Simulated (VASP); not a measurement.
**Si: single point with PBEsol**

Si:

```
CELL_PARAMETERS angstrom
0.00000 2.67392 2.67392
2.67392 0.00000 2.67392
2.67392 2.67392 0.00000
ATOMIC_POSITIONS crystal
Si 0.50000 0.50000 0.50000
Si 0.75000 0.75000 0.75000
```

The cell isn't the ideal one: functional PBEsol, strained and moved within the space group.

```json
{
 "Program": "VASP 6.6.1",
 "Task": "single point",
 "Functional": "PBEsol",
 "Potentials or basis": "VASP PAW PBE potentials, release 64 (Si)",
 "Cutoff": "520 eV",
 "k mesh": "10 × 10 × 10",
 "Occupations": "gaussian, width 0.02 eV",
 "Spin": "no spin polarisation"
}
```

```yaml
Pressure: 5.1 GPa
Band_gap_on_the_k_mesh: 0.38 eV, indirect (least direct gap 2.53 eV)
```

Levels at points of the mesh, in eV from the valence-band top:
```csv
k point,band 2,band 3,band 4,band 5,band 6,band 7
"(0.00, 0.00, 0.00)",0.00,0.00,0.00,2.53,2.53,2.53
"(0.50, 0.00, 0.00)",-7.24,-1.24,-1.24,1.63,3.25,3.25
"(0.50, 0.50, 0.00)",-7.98,-3.00,-3.00,0.49,0.49,10.46
```

Run time: 16 s on 1 thread of Intel(R) Xeon(R) Platinum 8488C (Sapphire Rapids), on a shared host, peak memory 0.15 GiB.

Caveat: the PAW data sets were made with another functional, which shifts forces and pressure a little. A k mesh can miss the band edges.
